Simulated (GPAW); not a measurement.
A run of GPAW 26.7.0 is set up as follows.

The input run.py:

```python
from ase import Atoms
from ase.filters import FrechetCellFilter
from ase.io import write
from ase.optimize import BFGS
from ase.units import GPa
from gpaw import GPAW, PW, setup_paths

setup_paths.insert(0, '.')

atoms = Atoms(['Pb', 'Pb'],
              cell=[[0.0, 3.4390000555, 3.4390000555],
                    [3.4390000555, 0.0, 3.4390000555],
                    [3.4390000555, 3.4390000555, 0.0]],
              scaled_positions=[[0.25, 0.25, 0.25],
                                [0.0, 0.0, 0.0]],
              pbc=True)

calc = GPAW(mode=PW(600),
            xc='PBEsol',
            kpts={'size': (7, 7, 7), 'gamma': True},
            occupations={'name': 'fermi-dirac', 'width': 0.05},
            nbands=24,
            convergence={'density': 1e-05, 'forces': 0.0001},
            maxiter=150,
            txt='gpaw.txt')
atoms.calc = calc
opt = BFGS(FrechetCellFilter(atoms, scalar_pressure=10 * GPa), trajectory='relax.traj', logfile='-')
done = opt.run(fmax=0.02, steps=60)
calc.write('gs.gpw')
write('result.traj', atoms)
print('Converged:', done)
print('Cell:', atoms.cell.cellpar().round(4))
print('Volume:', round(atoms.get_volume(), 4))
print(atoms.get_scaled_positions().round(5))
```

Potentials or basis: PAW data sets generated in the run's folder for this functional, pw.

Run with:

```bash
$ gpaw-setup -f PBEsol Pb
$ OMP_NUM_THREADS=1 python run.py
```

Task: What does it give for the band gap on the k mesh?

Result: None (metal or under the smearing width).

Task: What does it give for the relaxed cell?

Result: a = 4.558 Å, b = 4.558 Å, c = 4.558 Å, α = 60.00°, β = 60.00°, γ = 60.00°.

Step by step:
| step | energy change (eV) | largest force (eV/Å) | pressure (GPa) | volume (Å³) |
| --- | --- | --- | --- | --- |
| 1 | 0.0000 | 0.0000 | 0.13 | 81.34 |
| 2 | 0.0278 | 0.0000 | 2.06 | 77.09 |
| 3 | 0.5205 | 0.0000 | 12.44 | 64.90 |
| 4 | 0.3597 | 0.0000 | 9.65 | 67.24 |
| 5 | 0.3784 | 0.0000 | 9.99 | 66.94 |

Caveat: later steps reuse the first step's grids; the volume moved by over 15 % at a fixed basis, so the end points are rough. Spin-orbit coupling is left out, which matters for the levels of Pb.
